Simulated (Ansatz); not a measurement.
The system is Mg.

```
Mg
1.0
    -1.83599    1.83599    1.67940
     1.83599   -1.83599    1.67940
     1.83599    1.83599   -1.67940
Mg
1
Direct
  0.00000 0.00000 0.00000
```

This isn't the form of Mg at room conditions, which is hcp.

```yaml
Program: Ansatz 0.2.0
Task: relaxation of cell and atoms
Functional: r2SCAN
Potentials_or_basis: Ansatz PAW
Cutoff: "500 eV (not typed: the program's choice for these potentials)"
k_mesh: 11 × 11 × 11
Occupations: fermi-dirac, width 0.05 eV
Spin: no spin polarisation
```

At the start: volume 22.64 Å³/atom.

Where does the relaxation end?

It ends after 6 steps and the volume is 22.49 Å³/atom (-0.7 %); space group Im-3m (No. 229, to 0.05 Å).

Step by step:
| step | energy change (eV) | largest force (eV/Å) | volume (Å³) |
| --- | --- | --- | --- |
| 1 | 0.0000 | 0.0000 | 22.64 |
| 2 | -0.0014 | 0.0000 | 22.61 |
| 3 | -0.0067 | 0.0000 | 22.33 |
| 4 | -0.0067 | 0.0000 | 22.60 |
| 5 | -0.0068 | 0.0000 | 22.49 |
| 6 | -0.0068 | 0.0000 | 22.49 |

Final structure:
```cif
data_structure
_symmetry_space_group_name_H-M 'P 1'
_symmetry_Int_Tables_number 1
_cell_length_a 3.0798
_cell_length_b 3.0798
_cell_length_c 3.0798
_cell_angle_alpha 109.478
_cell_angle_beta 109.478
_cell_angle_gamma 109.458
_cell_volume 22.49
loop_
_atom_site_label
_atom_site_type_symbol
_atom_site_fract_x
_atom_site_fract_y
_atom_site_fract_z
_atom_site_occupancy
Mg1 Mg 0.00000 0.00000 0.00000 1
```

Caveat: the plane-wave basis is chosen anew once the cell has moved, so the energies of steps on either side of that aren't comparable; the PAW data sets come from PBE, with cores solved anew for the run's functional, which leaves a small shift of forces and pressure.
